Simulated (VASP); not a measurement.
Crystal: TaS2.

```xyz
3
Lattice="3.3500 0.0000 0.0000 -1.6750 2.9012 0.0000 0.0000 0.0000 5.8600" Properties=species:S:1:pos:R:3 pbc="T T T"
Ta    0.0000    0.0000    0.0000
S     0.0000    1.9341    1.4650
S     1.6750    0.9671    4.3950
```

* Program: VASP 6.6.1
* Task: relaxation of cell and atoms
* Functional: PBE
* Dispersion: D3(BJ)
* Potentials or basis: VASP PAW PBE potentials, release 64 (Ta_pv, S)
* Cutoff: 600 eV
* k mesh: 15 × 15 × 6
* Occupations: methfessel-paxton, width 0.1 eV
* Spin: no spin polarisation

At the start: pressure 5.5 GPa; volume 18.98 Å³/atom.

Q: Where does the relaxation end?

A: Over 25 steps the energy falls by 32.2 meV/atom and the volume is 18.50 Å³/atom (-2.5 %); space group P-3m1 (No. 164, to 0.05 Å).

Step by step:
| step | energy change (eV) | largest force (eV/Å) | pressure (GPa) | volume (Å³) |
| --- | --- | --- | --- | --- |
| 1 | 0.0000 | 1.2617 | 5.46 | 56.95 |
| 2 | 0.1134 | 1.2517 | -10.57 | 62.44 |
| 3 | -0.0668 | 0.2078 | -1.54 | 58.94 |
| 4 | -0.0669 | 0.2381 | -1.36 | 58.87 |
| 5 | -0.0821 | 0.1370 | -0.66 | 58.00 |
| 6 | -0.0842 | 0.0856 | -0.28 | 57.55 |
| 7 | -0.0866 | 0.1335 | 0.10 | 57.20 |
| 8 | -0.0897 | 0.2542 | 1.15 | 56.32 |
| 9 | -0.0905 | 0.2399 | 1.07 | 56.29 |
| 10 | -0.0924 | 0.1981 | 0.81 | 56.19 |
| 11 | -0.0951 | 0.1139 | 0.31 | 56.01 |
| 12 | -0.0955 | 0.0528 | -0.63 | 55.63 |
| 13 | -0.0962 | 0.0245 | -0.20 | 55.80 |
| 14 | -0.0962 | 0.0201 | -0.23 | 55.79 |
| 15 | -0.0963 | 0.0175 | -0.20 | 55.73 |
| 16 | -0.0965 | 0.0105 | -0.05 | 55.55 |
| 17 | -0.0963 | 0.0042 | 0.24 | 55.20 |
| 18 | -0.0965 | 0.0063 | 0.04 | 55.46 |
| 19 | -0.0965 | 0.0071 | 0.05 | 55.47 |
| 20 | -0.0965 | 0.0089 | 0.01 | 55.51 |
| 21 | -0.0965 | 0.0075 | 0.00 | 55.48 |
| 22 | -0.0965 | 0.0070 | 0.00 | 55.47 |
| 23 | -0.0965 | 0.0027 | 0.00 | 55.49 |
| 24 | -0.0965 | 0.0108 | -0.08 | 55.53 |
| 25 | -0.0966 | 0.0030 | 0.00 | 55.51 |

Final structure:
```yaml
crystal:
  lattice:
    - [3.32665, 0.00000, 0.00000]
    - [-1.66333, 2.88096, 0.00000]
    - [0.00000, 0.00000, 5.79165]
  atoms:
    - { symbol: Ta, position: [0.00000, 0.00000, 0.00000] }
    - { symbol: S, position: [0.33333, 0.66667, 0.26702] }
    - { symbol: S, position: [0.66667, 0.33333, 0.73298] }
```
